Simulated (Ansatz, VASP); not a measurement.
One calculation of TaN, two programs

Contents of INCAR:

```
  ALGO = Normal
  EDIFF = 1E-6
  ENCUT = 520
  GGA = PS
  ISIF = 2
  ISMEAR = 0
  LASPH = True
  LCHARG = False
  LREAL = False
  LWAVE = False
  NBANDS = 15
  NELM = 100
  PREC = Accurate
  SIGMA = 0.15
```

KPOINTS

```
k-points
0
Gamma
  18 18 16
```

The input POSCAR:

```
TaN
1.0
    2.9971000000      0.0000000000      0.0000000000
   -1.4985500000      2.5955647377      0.0000000000
    0.0000000000      0.0000000000      2.8707423432
Ta N
1 1
Direct
    0.3333333333      0.6666666667      0.5000000000
    0.0000000000      0.0000000000      0.0000000000
```

Input for Ansatz:

```yaml
crystal:
  lattice:
    - [2.9971, 0.0, 0.0]
    - [-1.49855, 2.5955647377, 0.0]
    - [0.0, 0.0, 2.8707423432]
  atoms:
    - { symbol: Ta, position: [0.3333333333, 0.6666666667, 0.5] }
    - { symbol: "N", position: [0.0, 0.0, 0.0] }
basis:
  ecutwfc: 520.0
kpoints:
  mp_grid: { grid: [18, 18, 16] }
hamiltonian:
  xc: pbesol
scf:
  occupations: { method: gaussian, width: 0.15 }
output:
  forces: true
  stress: true
  eigenvalues: true
```

Alike in both runs: task single point; functional PBEsol; k mesh 18 × 18 × 16; occupations gaussian, width 0.15 eV; no spin polarisation.

```csv
,VASP,Ansatz
version,VASP 6.6.1,Ansatz 0.2.0
potentials or method,"VASP PAW PBE potentials, release 64 (Ta_pv, N)","scalar-relativistic, plane waves, PAW"
plane-wave cutoff (eV),520,520
valence electrons in the cell,16,18
```

Ansatz gave:

```
gap on the k mesh at the Fermi level (eV)       : none
pressure (GPa)                                  : -15.4
largest component of the traceless stress (GPa) : 8.59
```

Q: Estimate VASP's values.

A: gap on the k mesh at the Fermi level (eV): none; pressure (GPa): -14.8; largest component of the traceless stress (GPa): 8.70.

A gap of «none» marks a metal or a gap that the smearing closes. The two sets of potentials don't hold the same shells in valence.

Caveats: the PAW data sets were made with another functional, which shifts forces and pressure a little (VASP). The runs have no spin-orbit coupling, so splittings on Ta are missing.
